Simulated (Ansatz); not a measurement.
**Formation energy and levels of the substitutional impurity As_Si in Si3N4 (P6_3/m)**

Charge states of As_Si in Si3N4 (P6_3/m), set against the band edges. Model: a cell of 126 host atoms with 1 Si taken out and 1 As put in.

Method: place-levels on PBEsol runs: charge-transition levels and formation energies with image-charge correction and potential alignment at the atomic sites; PAW set soft_1, in Ansatz 0.2.0.

## Step 1: Starting point

The cell holds 126 atoms: 53 Si, 72 N and 1 As. Its edges and angles: a = 13.206 Å, b = 13.206 Å, c = 8.731 Å, α = 90.0°, β = 90.0°, γ = 120.0°. It derives from Si3N4 (space group P6_3/m). Nearest the centre at fractional (0.353, 0.473, 0.583): As44 at 0.00 Å, N62 at 1.73 Å, N113 at 1.74 Å, N71 at 1.74 Å, N67 at 1.74 Å, Si86 at 2.91 Å, Si2 at 2.91 Å, Si56 at 3.00 Å.

Known beforehand: the electronic dielectric constant, (4.29, 4.29, 4.37), and the static one, (8.29, 8.29, 8.25), from a response run on this crystal (DFPT, PBEsol) at that run's own cell.

The cell's shortest repeat is 8.7 Å.

## Step 2: What was run first

Levels follow from differences of total energies between charge states, each relaxed by itself.

Random displacements of about 0.05 Å break the site symmetry at the start, so that the relaxation can reach a distorted minimum if there is one. Forces are taken at one point at (¼, ¼, ¼). The cell holds 1 electron more than the neutral one, with a uniform background that keeps it neutral on the whole.

The sampling was tested on the host first: at the k-points planned (1x1x1 shifted 0.25 0.25 0.25) its energy lies 0.000 eV an atom from the dense-mesh value, under the bound of 0.02 eV set for this test; that bounds the host's error, not the defect's.

One state's input; the others differ in charge, spin, start and seed, and in occupations where the table says so.

File qm1.relax/input.yaml:

```yaml
crystal:
  lattice:
    - [11.43668588, 6.60297367, 0.0]
    - [-11.43668588, 6.60297367, 0.0]
    - [0.0, 0.0, 8.73076733]
  atoms:
    - { symbol: Si, position: [0.01950046, 0.80655545, 0.25] }
    - { symbol: Si, position: [0.3528338, 0.47322211, 0.25] }
    - { symbol: Si, position: [0.68616713, 0.13988878, 0.25] }
    - { symbol: Si, position: [0.21294502, 0.01950046, 0.08333333] }
    - { symbol: Si, position: [0.54627835, 0.68616713, 0.08333333] }
    - { symbol: Si, position: [0.87961168, 0.3528338, 0.08333333] }
    - { symbol: Si, position: [0.13988878, 0.45372165, 0.08333333] }
    - { symbol: Si, position: [0.47322211, 0.12038832, 0.08333333] }
    - { symbol: Si, position: [0.80655545, 0.78705498, 0.08333333] }
    - { symbol: Si, position: [0.19344455, 0.21294502, 0.25] }
    - { symbol: Si, position: [0.52677789, 0.87961168, 0.25] }
    - { symbol: Si, position: [0.86011122, 0.54627835, 0.25] }
    - { symbol: Si, position: [0.12038832, 0.6471662, 0.25] }
    - { symbol: Si, position: [0.45372165, 0.31383287, 0.25] }
    - { symbol: Si, position: [0.78705498, 0.98049954, 0.25] }
    - { symbol: Si, position: [0.31383287, 0.86011122, 0.08333333] }
    - { symbol: Si, position: [0.6471662, 0.52677789, 0.08333333] }
    - { symbol: Si, position: [0.98049954, 0.19344455, 0.08333333] }
    - { symbol: "N", position: [0.0, 0.66666667, 0.25] }
    - { symbol: "N", position: [0.33333333, 0.33333333, 0.25] }
    - { symbol: "N", position: [0.66666667, 0.0, 0.25] }
    - { symbol: "N", position: [0.0, 0.33333333, 0.08333333] }
    - { symbol: "N", position: [0.33333333, 0.0, 0.08333333] }
    - { symbol: "N", position: [0.66666667, 0.66666667, 0.08333333] }
    - { symbol: "N", position: [0.21345843, 0.45653274, 0.25] }
    - { symbol: "N", position: [0.54679176, 0.12319941, 0.25] }
    - { symbol: "N", position: [0.8801251, 0.78986608, 0.25] }
    - { symbol: "N", position: [0.09025902, 0.8801251, 0.08333333] }
    - { symbol: "N", position: [0.42359235, 0.54679176, 0.08333333] }
    - { symbol: "N", position: [0.75692569, 0.21345843, 0.08333333] }
    - { symbol: "N", position: [0.12319941, 0.57640765, 0.08333333] }
    - { symbol: "N", position: [0.45653274, 0.24307431, 0.08333333] }
    - { symbol: "N", position: [0.78986608, 0.90974098, 0.08333333] }
    - { symbol: "N", position: [0.21013392, 0.09025902, 0.25] }
    - { symbol: "N", position: [0.54346726, 0.75692569, 0.25] }
    - { symbol: "N", position: [0.87680059, 0.42359235, 0.25] }
    - { symbol: "N", position: [0.1198749, 0.21013392, 0.08333333] }
    - { symbol: "N", position: [0.45320824, 0.87680059, 0.08333333] }
    - { symbol: "N", position: [0.78654157, 0.54346726, 0.08333333] }
    - { symbol: "N", position: [0.24307431, 0.78654157, 0.25] }
    - { symbol: "N", position: [0.57640765, 0.45320824, 0.25] }
    - { symbol: "N", position: [0.90974098, 0.1198749, 0.25] }
    - { symbol: Si, position: [0.01950046, 0.80655545, 0.58333333] }
    - { symbol: As, position: [0.3528338, 0.47322211, 0.58333333] }
    - { symbol: Si, position: [0.68616713, 0.13988878, 0.58333333] }
    - { symbol: Si, position: [0.21294502, 0.01950046, 0.41666667] }
    - { symbol: Si, position: [0.54627835, 0.68616713, 0.41666667] }
    - { symbol: Si, position: [0.87961168, 0.3528338, 0.41666667] }
    - { symbol: Si, position: [0.13988878, 0.45372165, 0.41666667] }
    - { symbol: Si, position: [0.47322211, 0.12038832, 0.41666667] }
    - { symbol: Si, position: [0.80655545, 0.78705498, 0.41666667] }
    - { symbol: Si, position: [0.19344455, 0.21294502, 0.58333333] }
    - { symbol: Si, position: [0.52677789, 0.87961168, 0.58333333] }
    - { symbol: Si, position: [0.86011122, 0.54627835, 0.58333333] }
    - { symbol: Si, position: [0.12038832, 0.6471662, 0.58333333] }
    - { symbol: Si, position: [0.45372165, 0.31383287, 0.58333333] }
    - { symbol: Si, position: [0.78705498, 0.98049954, 0.58333333] }
    - { symbol: Si, position: [0.31383287, 0.86011122, 0.41666667] }
    - { symbol: Si, position: [0.6471662, 0.52677789, 0.41666667] }
    - { symbol: Si, position: [0.98049954, 0.19344455, 0.41666667] }
    - { symbol: "N", position: [0.0, 0.66666667, 0.58333333] }
    - { symbol: "N", position: [0.33333333, 0.33333333, 0.58333333] }
    - { symbol: "N", position: [0.66666667, 0.0, 0.58333333] }
    - { symbol: "N", position: [0.0, 0.33333333, 0.41666667] }
    - { symbol: "N", position: [0.33333333, 0.0, 0.41666667] }
    - { symbol: "N", position: [0.66666667, 0.66666667, 0.41666667] }
    - { symbol: "N", position: [0.21345843, 0.45653274, 0.58333333] }
    - { symbol: "N", position: [0.54679176, 0.12319941, 0.58333333] }
    - { symbol: "N", position: [0.8801251, 0.78986608, 0.58333333] }
    - { symbol: "N", position: [0.09025902, 0.8801251, 0.41666667] }
    - { symbol: "N", position: [0.42359235, 0.54679176, 0.41666667] }
    - { symbol: "N", position: [0.75692569, 0.21345843, 0.41666667] }
    - { symbol: "N", position: [0.12319941, 0.57640765, 0.41666667] }
    - { symbol: "N", position: [0.45653274, 0.24307431, 0.41666667] }
    - { symbol: "N", position: [0.78986608, 0.90974098, 0.41666667] }
    - { symbol: "N", position: [0.21013392, 0.09025902, 0.58333333] }
    - { symbol: "N", position: [0.54346726, 0.75692569, 0.58333333] }
    - { symbol: "N", position: [0.87680059, 0.42359235, 0.58333333] }
    - { symbol: "N", position: [0.1198749, 0.21013392, 0.41666667] }
    - { symbol: "N", position: [0.45320824, 0.87680059, 0.41666667] }
    - { symbol: "N", position: [0.78654157, 0.54346726, 0.41666667] }
    - { symbol: "N", position: [0.24307431, 0.78654157, 0.58333333] }
    - { symbol: "N", position: [0.57640765, 0.45320824, 0.58333333] }
    - { symbol: "N", position: [0.90974098, 0.1198749, 0.58333333] }
    - { symbol: Si, position: [0.01950046, 0.80655545, 0.91666667] }
    - { symbol: Si, position: [0.3528338, 0.47322211, 0.91666667] }
    - { symbol: Si, position: [0.68616713, 0.13988878, 0.91666667] }
    - { symbol: Si, position: [0.21294502, 0.01950046, 0.75] }
    - { symbol: Si, position: [0.54627835, 0.68616713, 0.75] }
    - { symbol: Si, position: [0.87961168, 0.3528338, 0.75] }
    - { symbol: Si, position: [0.13988878, 0.45372165, 0.75] }
    - { symbol: Si, position: [0.47322211, 0.12038832, 0.75] }
    - { symbol: Si, position: [0.80655545, 0.78705498, 0.75] }
    - { symbol: Si, position: [0.19344455, 0.21294502, 0.91666667] }
    - { symbol: Si, position: [0.52677789, 0.87961168, 0.91666667] }
    - { symbol: Si, position: [0.86011122, 0.54627835, 0.91666667] }
    - { symbol: Si, position: [0.12038832, 0.6471662, 0.91666667] }
    - { symbol: Si, position: [0.45372165, 0.31383287, 0.91666667] }
    - { symbol: Si, position: [0.78705498, 0.98049954, 0.91666667] }
    - { symbol: Si, position: [0.31383287, 0.86011122, 0.75] }
    - { symbol: Si, position: [0.6471662, 0.52677789, 0.75] }
    - { symbol: Si, position: [0.98049954, 0.19344455, 0.75] }
    - { symbol: "N", position: [0.0, 0.66666667, 0.91666667] }
    - { symbol: "N", position: [0.33333333, 0.33333333, 0.91666667] }
    - { symbol: "N", position: [0.66666667, 0.0, 0.91666667] }
    - { symbol: "N", position: [0.0, 0.33333333, 0.75] }
    - { symbol: "N", position: [0.33333333, 0.0, 0.75] }
    - { symbol: "N", position: [0.66666667, 0.66666667, 0.75] }
    - { symbol: "N", position: [0.21345843, 0.45653274, 0.91666667] }
    - { symbol: "N", position: [0.54679176, 0.12319941, 0.91666667] }
    - { symbol: "N", position: [0.8801251, 0.78986608, 0.91666667] }
    - { symbol: "N", position: [0.09025902, 0.8801251, 0.75] }
    - { symbol: "N", position: [0.42359235, 0.54679176, 0.75] }
    - { symbol: "N", position: [0.75692569, 0.21345843, 0.75] }
    - { symbol: "N", position: [0.12319941, 0.57640765, 0.75] }
    - { symbol: "N", position: [0.45653274, 0.24307431, 0.75] }
    - { symbol: "N", position: [0.78986608, 0.90974098, 0.75] }
    - { symbol: "N", position: [0.21013392, 0.09025902, 0.91666667] }
    - { symbol: "N", position: [0.54346726, 0.75692569, 0.91666667] }
    - { symbol: "N", position: [0.87680059, 0.42359235, 0.91666667] }
    - { symbol: "N", position: [0.1198749, 0.21013392, 0.75] }
    - { symbol: "N", position: [0.45320824, 0.87680059, 0.75] }
    - { symbol: "N", position: [0.78654157, 0.54346726, 0.75] }
    - { symbol: "N", position: [0.24307431, 0.78654157, 0.91666667] }
    - { symbol: "N", position: [0.57640765, 0.45320824, 0.91666667] }
    - { symbol: "N", position: [0.90974098, 0.1198749, 0.91666667] }
  host:
    repeats: [1, 1, 3]
    atoms:
      - { symbol: Si, position: [0.01950046, 0.80655545, 0.75] }
      - { symbol: Si, position: [0.3528338, 0.47322211, 0.75] }
      # ... 40 more atoms of the perfect host
total_charge: -1
basis:
  ecutwfc: 420
  xc_grid: 2
hamiltonian:
  xc: pbesol
  pseudopotentials: { kind: paw, azcp: { folder: soft_1 }, xc_functional: pbe }
kpoints:
  mp_grid: { grid: [1, 1, 1], shift: [0.25, 0.25, 0.25] }
scf:
  occupations: { method: fixed }
  max_iter: 80
output:
  forces: true
  charged_corrections:
    epsilon: [4.29, 4.29, 4.37]
    static_epsilon: [8.29, 8.29, 8.25]
    defect_position: [0.352834, 0.473222, 0.583333]
relax:
  f_tol: 0.02
  max_steps: 80
  random_displacement: { amplitude: 0.05, seed: 1197 }
checkpoint:
  write: "../qm1.relax.run"
  compress: false
  write_wavefunctions: true
  write_every: 100000
```

The run is started by

```bash
$ ansatz run input.yaml --threads 4 --pin off --max-ram 15073MiB --backend cpu --events-out ev --progress --plain --runs-dir out
```

Defect states can disperse in a cell of this size, so the energy is taken again at a 2×2×2 shifted mesh, on the relaxed structure.

The run of this state that the levels use, under PBEsol:

File qm1.point/input.yaml:

```yaml
crystal:
  checkpoint: "../qm1.relax.run"
  host: checkpoint
total_charge: -1
basis:
  ecutwfc: 420
  xc_grid: 2
hamiltonian:
  xc: pbesol
  pseudopotentials: { kind: paw, azcp: { folder: soft_1 }, xc_functional: pbe }
kpoints:
  mp_grid: { grid: [2, 2, 2], shift: [0.5, 0.5, 0.5] }
scf:
  occupations: { method: fermi_dirac, width: 0.01 }
  max_iter: 80
output:
  forces: true
  eigenvalues: true
  charged_corrections:
    epsilon: [4.29, 4.29, 4.37]
    static_epsilon: [8.29, 8.29, 8.25]
    defect_position: [0.352834, 0.473222, 0.583333]
  eigenstates: { localisation: true }
  populations: true
  band_densities: [{ bands: [v1, v1] }, { bands: [c1, c1] }]
  write_density: true
  write_potential: true
  volumetric_format: npy
checkpoint:
  read: "../qm1.relax.run"
  write: "../qm1.point.run"
  compress: false
  write_wavefunctions: false
  write_every: 100000
```

Relaxations under PBEsol at one point at (¼, ¼, ¼); times on 4 threads of Arm Neoverse V1, shared host:

| charge | moment (μB) | occupations | outcome | steps | largest displacement against the far atoms (Å) | time |
| --- | --- | --- | --- | --- | --- | --- |
| −1 | 0 | fixed | converged | 23 | 0.92 | 9.9 min |
| 0 | 1 | fixed | converged | 8 | 0.22 | 8.4 min |
| +1 | 0 | fixed | converged | 5 | 0.06 | 2.8 min |

Single points under PBEsol at a 2×2×2 shifted mesh; times on 4 threads of Arm Neoverse V1, shared host:

| charge | moment (μB) | occupations | outcome | time |
| --- | --- | --- | --- | --- |
| −1 | 0 | fermi-dirac | converged | 3.9 min |
| 0 | 1 | fermi-dirac | converged | 7.6 min |
| +1 | 0 | fermi-dirac | converged | 3.6 min |

Distances (Å) from As44 to the nearest atoms after relaxation with PBEsol:

```csv
charge,moment (μB),1.,2.,3.,4.,5.,6.
−1,0,N 1.87,N 1.88,N 1.90,N 2.41,Si 2.84,Si 2.93
0,1,N 1.88,N 1.88,N 1.92,N 1.92,N 2.95,Si 2.96
+1,0,N 1.78,N 1.78,N 1.78,N 1.79,Si 2.94,Si 2.94
```

[end of part 1 of 2]

[Logs are printed without paths, hosts, clocks, repeated set-up lines and the standing remarks that a program may print on its own settings, such as how far it seeks lower states.]

[Hosts, paths, dates, database ids (printed as entryN), source tags and the programs' standing remarks are cut or masked in the printed files.]

[Where a table of states has a column of steps, it counts the stored structures, which are thinned; the runs took as many ionic steps or more.]

[A defect's name tells the site on which it was built; relaxed atoms can leave that site.]

[For some hosts the program warned that the k-mesh of the response run may be too coarse for force constants and the static dielectric constant; such warnings are not shown here.]
